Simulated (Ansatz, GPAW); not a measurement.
LiCl: PBE in single-zeta orbitals, run from Python

These are simulated results from GPAW 26.7.0, not measurements. The cell was built from a prototype and was relaxed with r2SCAN in plane waves (Ansatz 0.2.0). Not every such cell is a known phase. All runs are without spin polarisation.

The symmetry is P6_3/mmc (No. 194, hexagonal); a = 4.162 Å, c = 5.233 Å in the conventional setting, 19.62 Å³ an atom. Li is surrounded by 5 Cl at 2.40–2.62 Å; Cl is surrounded by 5 Li at 2.40–2.62 Å.

The basis is minimal: single zeta, one radial function for each shell that the log's basis lists. It describes the filled bands fairly and the empty ones poorly.

run.py reads:

```python
import json
from ase import Atoms
from gpaw import GPAW, PW, FermiDirac

atoms = Atoms(['Li', 'Li', 'Cl', 'Cl'],
              cell=[[4.161874, 0.0, 0.0], [-2.080937, 3.604288, 0.0], [0.0, 0.0, 5.232546]],
              scaled_positions=[[0.333333, 0.666667, 0.25], [0.666667, 0.333333, 0.75], [0.666667, 0.333333, 0.25], [0.333333, 0.666667, 0.75]],
              pbc=True)
calc = GPAW(mode='lcao', basis='sz(dzp)', h=0.2, xc='PBE', kpts={'size': (6, 6, 4), 'gamma': True},
            occupations=FermiDirac(0.02), maxiter=100, legacy_gpaw=True, txt='gpaw.txt')
atoms.calc = calc
res = {'energy': atoms.get_potential_energy(force_consistent=True)}
res['electrons'] = calc.get_number_of_electrons()
res['k'] = calc.get_ibz_k_points().tolist()
res['levels'] = [calc.get_eigenvalues(kpt=i).tolist() for i in range(len(res['k']))]
points = [[0.0, 0.0, 0.0], [0.5, 0.0, 0.0], [0.333333, 0.333333, 0.0], [0.0, 0.0, 0.5], [0.5, 0.0, 0.5], [0.333333, 0.333333, 0.5]]
bands = calc.fixed_density(kpts=points, symmetry='off', txt='bands.txt')
res['points'] = [bands.get_eigenvalues(kpt=i).tolist() for i in range(len(points))]
json.dump(res, open('results.json', 'w'))
print('free energy (eV):', round(res['energy'], 5))
```

Command: `python run.py`. It took 14 s on 1 thread of Arm Neoverse V1 (shared host), peak memory 0.16 GiB.

The log gpaw.txt, trimmed of paths, versions and times, then the last line on the terminal. An iter line gives the energy in eV and the logarithms of the changes of orbitals (plane waves alone) and density (c: converged):

```
___ ___ ___ _ _ _
 |   |   |_  | | | |

 | | | | | . | | | |

 |__ |  _|___|_____|  26.7.0
 |___|_|

Input parameters:
  basis: sz(dzp)
  h: 0.2
  kpts: {gamma: True,
         size: (6, 6, 4)}
  maxiter: 100
  mode: lcao
  occupations: {fixmagmom: False,
                name: fermi-dirac,
                width: 0.02}
  xc: PBE

System changes: positions, numbers, cell, pbc, initial_charges, initial_magmoms

Initialize ...

species:
  Li:
    name:    Lithium
    Z:       3.0
    valence: 1
    core:    2
    charge:  0.0  # [|e|]
    compensation charges:
      type: gauss
      rc: 0.33  # [Å]
      lmax: 2
    cutoffs:
      filter: 1.91  # [Å]
      core: 2.55  # [Å]
    projectors
    | kind |    occ | energy [eV] | rcut [Å] |

    |------|--------|-------------|----------|

    |   2s |  1.000 |      -2.874 |    1.058 |

    |   2p |  0.000 |      -1.090 |    1.058 |

    |    s |        |      24.337 |    1.058 |

    LCAO basis set for Li:
      Name: sz(dzp)
      Number of radial functions: 1
      Number of spherical harmonics: 1
        l=0, rc=10.8906 Bohr: 2s-sz confined orbital
      Number of RI-basis functions 0

  Cl:
    name:    Chlorine
    Z:       17.0
    valence: 7
    core:    10
    charge:  0.0  # [|e|]
    compensation charges:
      type: gauss
      rc: 0.25  # [Å]
      lmax: 2
    cutoffs:
      filter: 1.40  # [Å]
      core: 1.49  # [Å]
    projectors
    | kind |    occ | energy [eV] | rcut [Å] |

    |------|--------|-------------|----------|

    |   3s |  2.000 |     -20.689 |    0.794 |

    |   3p |  5.000 |      -8.594 |    0.794 |

    |    s |        |       6.523 |    0.794 |

    |    p |        |      18.617 |    0.794 |

    |    d |        |       0.000 |    0.794 |

    LCAO basis set for Cl:
      Name: sz(dzp)
      Number of radial functions: 2
      Number of spherical harmonics: 4
        l=0, rc=5.1719 Bohr: 3s-sz confined orbital
        l=1, rc=6.2656 Bohr: 3p-sz confined orbital
      Number of RI-basis functions 0

Reference energy: -25515.474432  # eV

Spin-paired calculation

Convergence criteria:
 Maximum [total energy] change in last 3 cyles: 0.0005 eV / valence electron
 Maximum integral of absolute [dens]ity change: 0.0001 electrons / valence electron
 Maximum integral of absolute [eigenst]ate change: 4e-08 eV^2 / valence electron
 Maximum number of scf [iter]ations: 100
 (Square brackets indicate name in SCF output, whereas a 'c' in
 the SCF output indicates the quantity has converged.)

Symmetries present (total): 2

  ( 1  0  0)  (-1  0  0)
  ( 0  1  0)  ( 0 -1  0)
  ( 0  0  1)  ( 0  0 -1)

144 k-points: 6 x 6 x 4 Monkhorst-Pack grid + [1/12,1/12,1/8]
76 k-points in the irreducible part of the Brillouin zone
       k-points in crystal coordinates                weights
   0:     0.00000000    0.00000000    0.00000000          1/144
   1:     0.00000000    0.00000000    0.25000000          2/144
   2:     0.00000000    0.00000000    0.50000000          1/144
   3:     0.00000000    0.16666667   -0.25000000          2/144
   4:     0.00000000    0.16666667    0.00000000          2/144
   5:     0.00000000    0.16666667    0.25000000          2/144
   6:     0.00000000    0.16666667    0.50000000          2/144
   7:     0.00000000    0.33333333   -0.25000000          2/144
   8:     0.00000000    0.33333333    0.00000000          2/144
   9:     0.00000000    0.33333333    0.25000000          2/144
          ...
  75:     0.50000000    0.50000000    0.50000000          1/144

Wave functions: LCAO
  Diagonalizer: Serial LAPACK
  Atomic Correction: dense with blas
  Data-type: complex

Occupation numbers: Fermi-Dirac:
  width: 0.0200  # eV

Eigensolver
   LCAO using direct dense diagonalizer

Densities:
  Coarse grid: 20*20*28 grid
  Fine grid: 40*40*56 grid
  Total Charge: 0.000000

Density mixing:
  Method: separate
  Backend: msr1
  Linear mixing parameter: 0.05
  old densities: 10
  Width of damping distribution: 1.1
  Damping of long wavelength oscillations: 20

Hamiltonian:
  XC and Coulomb potentials evaluated on a 40*40*56 grid
  Using the PBE Exchange-Correlation functional
  Interpolation: tri-quintic (5. degree polynomial)
  Poisson solver: FastPoissonSolver using
    Stencil: 8*3+1=25 point O(h^6) finite-difference Laplacian
    FFT axes: [np.int64(0), np.int64(1), np.int64(2)]
    FST axes: []

XC parameters: PBE with 2 nearest neighbor stencil

Memory estimate:
  Process memory now: 116.25 MiB
  Calculator: 18.43 MiB
    Density: 12.97 MiB
      Arrays: 2.22 MiB
      Localized functions: 9.04 MiB
      Mixer: 1.71 MiB
    Hamiltonian: 2.16 MiB
      Arrays: 1.45 MiB
      XC: 0.00 MiB
      Poisson: 0.00 MiB
      vbar: 0.71 MiB
    Wavefunctions: 3.30 MiB
      C [qnM]: 0.12 MiB
      S, T [2 x qmm]: 0.23 MiB
      P [aqMi]: 0.03 MiB
      BasisFunctions: 2.93 MiB
      Eigensolver: 0.00 MiB

Total number of cores used: 1

Number of atoms: 4
Number of atomic orbitals: 10
Number of bands in calculation: 10
Number of valence electrons: 16
Bands to converge: occupied
Positions:
   0 Li    -0.000002    2.402860    1.308137    ( 0.0000,  0.0000,  0.0000)
   1 Li     2.080939    1.201428    3.924410    ( 0.0000,  0.0000,  0.0000)
   2 Cl     2.080939    1.201428    1.308137    ( 0.0000,  0.0000,  0.0000)
   3 Cl    -0.000002    2.402860    3.924410    ( 0.0000,  0.0000,  0.0000)

Unit cell:
           periodic     x           y           z      points  spacing
  1. axis:    yes    4.161874    0.000000    0.000000    20     0.1802
  2. axis:    yes   -2.080937    3.604288    0.000000    20     0.1802
  3. axis:    yes    0.000000    0.000000    5.232546    28     0.1869

  Lengths:   4.161874   4.161873   5.232546
  Angles:   90.000000  90.000000 120.000004

Effective grid spacing dv^(1/3) = 0.1914

iter:   1   -12.509702        c
iter:   2   -12.424314        c -0.99
iter:   3   -11.869855        c -1.02
iter:   4   -11.870079        c -2.22
iter:   5   -11.870139c       c -2.54
iter:   6   -11.870139c       c -3.81
iter:   7   -11.870139c       c -5.07c

Converged after 7 iterations.

Energy contributions relative to reference atoms: (reference = -25515.474432)

Kinetic:        +91.452659
Potential:      -81.352607
External:        +0.000000
XC:             -22.255096
Entropy (-ST):   -0.000000
Local:           +0.284905
SIC:             +0.000000
--------------------------
Free energy:    -11.870139
Extrapolated:   -11.870139

Showing only first 2 kpts
 Kpt  Band  Eigenvalues  Occupancy
  0     6      0.56148    2.00000
  0     7      1.22596    2.00000
  0     8      5.93360    0.00000
  0     9      9.19017    0.00000

  1     6      0.45249    2.00000
  1     7      0.62842    2.00000
  1     8      6.69827    0.00000
  1     9      9.40011    0.00000

Fermi level: 2.36445

Gap: 4.708 eV
Transition (v -> c):
  (s=0, k=0, n=7, [0.00, 0.00, 0.00]) -> (s=0, k=0, n=8, [0.00, 0.00, 0.00])
No difference between direct/indirect transitions

free energy (eV): -11.87014
```

The gap in the log is over the mesh alone; results.json adds the listed points. PBE in single-zeta orbitals gives a gap of 4.71 eV. On the same cell, plane-wave PBE (Ansatz, 12×12×6 k points and the special points) gives a gap of 5.65 eV and r2SCAN a gap of 6.30 eV; on shared hosts these took about 5.6 and 15 core-seconds on the 4-atom cell, against 14 for the script. Semilocal gaps usually lie below measured ones.
